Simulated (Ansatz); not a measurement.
## TaSi₂ at a changed volume — ¹⁸¹Ta nuclear quadrupole resonance

Cell: an entry of the Crystallography Open Database (COD), relaxed with PBE at fixed cell and then changed (volume scaled by 0.96, ions relaxed).

Space group P6_422 (No. 181); a = 4.7192, c = 6.4812 Å, γ = 120.00°.

```csv
site,Wyckoff,site symmetry,x,y,z
Ta,3c,222,0.5000,0.0000,0.0000
Si,6i,..2,0.1590,0.3179,0.0000
```

One atom of each set is listed.

All values are calculated (Ansatz; DFT, PBE, plane waves and PAW, scalar-relativistic, 420 eV cutoff, Γ-centred 11×11×7 k-points, Fermi–Dirac smearing 0.05 eV), not measured.

¹⁸¹Ta: I = 7/2, Q = 3170 mb (year-2017 value). Static lattice, zero field.

(1) At which frequencies do the ¹⁸¹Ta NQR lines lie?

Answers

(1) For I = 7/2 and η = 0 the lines are |C_Q|/14 times 1, 2 and 3; η shifts the lowest up most.

```json
{"site": "Ta", "atoms": "3", "V_zz (10²¹ V/m²)": "6.60", "C_Q (MHz)": "506", "η": "0.89", "line frequencies (MHz)": "66.6, 88.4, 99.2"}
```

With no gap above 0.1 eV, as in a metal, the gradients converge slowly in k; expect changes of a tenth or more on a denser mesh. Without spin–orbit coupling the gradients at and beside Ta can be off by some per cent, at some sites by more. With these PAW files V_zz is typically within 2 to 3 % of all-electron values, but misses above 10 % occur on Ta. At this changed cell the PBE pressure is 11 GPa.
